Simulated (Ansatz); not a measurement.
# BaTiO₃: pressure and energy less free atoms as volume scale varies

Results calculated with Ansatz 0.2.0, not measured. Periodic Kohn-Sham DFT of a crystal at fixed atoms, scaled to volume_scale times the given cell; pressure positive in compression, energy less spherical unpolarised free atoms, largest_vzz the field gradient of largest size among the nuclei.

The cell before it is scaled or strained (space group P4mm, No. 99):
```
cell vectors (Å)
   3.9998     0.0000     0.0000
   0.0000     3.9998     0.0000
   0.0000     0.0000     4.0180
atoms (fractions of the cell vectors)
Ba  0.00000  0.00000  0.00000
Ti  0.50000  0.50000  0.48200
O   0.50000  0.50000  0.01600
O   0.50000  0.00000  0.51500
O   0.00000  0.50000  0.51500
```

Settings of every row: method all-electron LAPW; functional PBEsol; relativity scalar; k mesh 7x7x7; filling fermi-dirac; smearing width 0.08 eV; basis error target 1 meV/atom; nucleus gaussian.

Atom start moment: 0 on all atoms.

Limits: no spin-orbit coupling on heavy atoms.

| row | volume scale | V (Å³/atom) | pressure (GPa) | energy less free atoms (eV/atom) |
| --- | --- | --- | --- | --- |
| 1 | 0.94 | 12.085 | 7.899 | -8.2079 |
| 2 | 0.96 | 12.342 | 3.627 | -8.217 |
| 3 | 0.98 | 12.599 | -0.19 | -8.2197 |
| 4 | 0.99 | 12.728 | ? | ? |
| 5 | 1 | 12.856 | -3.602 | -8.2166 |
| 6 | 1.01 | 12.985 | -5.168 | -8.2131 |
| 7 | 1.02 | 13.113 | -6.651 | -8.2084 |
| 8 | 1.04 | 13.371 | -9.376 | -8.1955 |
| 9 | 1.06 | 13.628 | -11.808 | -8.1784 |

Question: what pressure and energy less free atoms should row 4 give?

Worked fit of pressure. Take u = (V_r/V)^(2/3) − 1 with V_r = 12.921 Å³ an atom, which is twice the finite (Eulerian) strain; such expansions in the strain, on which the Birch-Murnaghan equation of state is built, carry the rest volume and the bulk modulus. The shown rows have u = 0.0456, 0.03104, 0.01697, 0.00337, -0.00329, -0.00979, -0.02256, -0.03489. Least squares give pressure = −4.4035 + 236.073 × u + 707.91 × u² + 693 × u³ GPa; a parabola predicts inner rows, each left out in turn, worse (root mean square 0.012 against 0.0036 GPa). The rows lie off it by 0.000, 0.000, 0.000, -0.002, 0.005, -0.004, 0.001, 0.000 (root mean square 0.0024 GPa). The pressure vanishes at u = 0.0177, or V = 12.59 Å³ an atom, and there the bulk modulus at fixed shape and fractions is B = −V dP/dV = (2/3)(1 + u) dP/du = 178 GPa. Letting shape and atoms relax would as a rule lower it, by much in layered, chain or molecular crystals. The withheld row has u = 0.01008, so the fit gives −4.4035 + 236.073 × (0.01008) + 707.91 × (0.01008)² + 693 × (0.01008)³ = -1.951 GPa.

The calculation gave -1.944 GPa. The fit lies 0.007 GPa (0.036 % of the column's range) below it; its largest miss of a shown row is 0.005 GPa.

Worked fit of energy less free atoms. Take u = (V_r/V)^(2/3) − 1 with V_r = 12.921 Å³ an atom, which is twice the finite (Eulerian) strain; such expansions in the strain, on which the Birch-Murnaghan equation of state is built, carry the rest volume and the bulk modulus. The shown rows have u = 0.0456, 0.03104, 0.01697, 0.00337, -0.00329, -0.00979, -0.02256, -0.03489. Least squares give energy less free atoms = −8.21502 − 0.5275 × u + 14.976 × u² eV/atom; a straight line predicts inner rows, each left out in turn, worse (root mean square 0.0077 against 3.8e-05 eV/atom). All shown rows lie on it to the printed digit. Its lowest point lies at u = 0.0176, or V = 12.59 Å³ an atom, and the curvature there gives the bulk modulus at fixed shape and fractions, B = (4/9)(1 + u)² E″(u)/V = 175 GPa. Letting shape and atoms relax would as a rule lower it, by much in layered, chain or molecular crystals. The withheld row has u = 0.01008, so the fit gives −8.21502 − 0.5275 × (0.01008) + 14.976 × (0.01008)² = -8.2188 eV/atom.

The calculation gave -8.2189 eV/atom. The fit lies 0.0001 eV/atom (0.24 % of the column's range) above it, one unit of the last digit.
